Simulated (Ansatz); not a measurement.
Is this TiC structure a true minimum?

It was reached by relaxing an invented guess, and it needn't be the stable form of this composition.

The calculation used DFT PBE, scalar-relativistic, plane waves, PAW in Ansatz 0.2.0. Settings: cutoff 420 eV, Γ-centred mesh 22×22×20 on the computed 2-atom cell, Gaussian smearing of 0.10 eV; no spin polarisation.

The cell below (2 atoms, space group Cmmm (No. 65)) is relaxed within its symmetry.

```yaml
crystal:
  lattice:
    - [1.56826, -2.35030, 0.00000]
    - [1.56826, 2.35030, 0.00000]
    - [0.00000, 0.00000, 2.89301]
  atoms:
    - { symbol: Ti, position: [0.50000, 0.50000, 0.00000] }
    - { symbol: C, position: [0.00000, 0.00000, 0.50000] }
```

For the test a repeat of it with 4 atoms (edges 2.83, 2.89, 5.26 Å) was strained at random (σ = 1.5 % a component), the atoms were moved at random (σ = 0.10 Å), and all was relaxed again on a coarse 8×8×4 mesh (in the run’s order of axes) with 0.20 eV smearing, with no symmetry imposed.

Problem. Does it come back?

Solution. It doesn't return. The energy falls by 761 meV/atom on that mesh, the volume changes by -4.7 %, and the end has space group Fm-3m (No. 225) at a loose tolerance. Relaxed again on a 22×22×22 mesh with 0.10 eV smearing, the new structure lies 757 meV/atom below the first (mesh in the axes of the run's cell; the cell below is made exact in the group named). Space group Fm-3m (No. 225), cubic, a = 4.333 Å. Ti is surrounded by 6 C at 2.17 Å; around C lie 6 Ti at 2.17 Å.

Space group Fm-3m (No. 225). a = 4.333 Å, b = 4.333 Å, c = 4.333 Å, α = 90.00°, β = 90.00°, γ = 90.00°
| atom | site | symmetry | x | y | z |
| --- | --- | --- | --- | --- | --- |
| Ti | 4b | m-3m | 0.5000 | 0.0000 | 0.0000 |
| C | 4a | m-3m | 0.0000 | 0.0000 | 0.0000 |
